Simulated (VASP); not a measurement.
Set up this calculation in VASP 6.6.1, as the native input.

- Task: relaxation of the atoms
- Functional: PBE
- Potentials or basis: VASP PAW PBE potentials, release 64 (Te, Pb_d)
- Cutoff: 600 eV
- k mesh: 8 × 8 × 8
- Occupations: gaussian, width 0.03 eV
- Spin: no spin polarisation
- Further INCAR settings: ALGO = Normal; EDIFF = 1e-07; IBRION = 2; EDIFFG = -0.01; NSW = 40

The structure of TePb lies in POSCAR:

```
TePb                                    
1.0
    0.0000000000      3.2840937665      3.2840937665
    3.2840937665      0.0000000000      3.2840937665
    3.2840937665      3.2840937665      0.0000000000
  Te              Pb            
     1     1
Direct
     0.5000000000000000    0.5000000000000000    0.5000000000000000
     0.0000000000000000    0.0000000000000000    0.0000000000000000
```

One way to write it, as run:

INCAR

```
ALGO     = Normal         # electronic algorithm
EDIFF    = 1E-7           # SCF threshold, eV
EDIFFG   = -0.01          # ionic threshold
ENCUT    = 600            # plane-wave cutoff, eV
GGA      = PE             # functional
IBRION   = 2              # ionic algorithm
ISIF     = 2              # what is computed and relaxed
ISMEAR   = 0              # smearing method
LASPH    = T              # aspherical terms in the spheres
LCHARG   = F              # write CHGCAR
LREAL    = F              # projectors in reciprocal space
LWAVE    = F              # write WAVECAR
NELM     = 80             # most SCF steps
NSW      = 40             # ionic steps
PREC     = Accurate       # precision mode
SIGMA    = 0.03           # smearing width, eV
```

KPOINTS

```
k-points
0
Gamma
  8 8 8
```

Potentials or basis: VASP PAW PBE potentials, release 64 (Te, Pb_d).

Command:

```console
$ cat potpaw_PBE.64/Te/POTCAR potpaw_PBE.64/Pb_d/POTCAR > POTCAR
$ mpirun -np 1 vasp_std > vasp.out
```

Results of the run:

```
Pressure after relaxing : 0.0 GPa
Band gap on the k mesh  : 0.83 eV, direct
```

Caveat: the relaxation stopped at its first step, so nothing moved; spin-orbit coupling is left out, which as a rule narrows the gap of such compounds by several tenths of an eV.

Wall time 35 s on 1 thread of Intel(R) Xeon(R) Platinum 8488C (Sapphire Rapids) (shared host), peak memory 0.25 GiB.
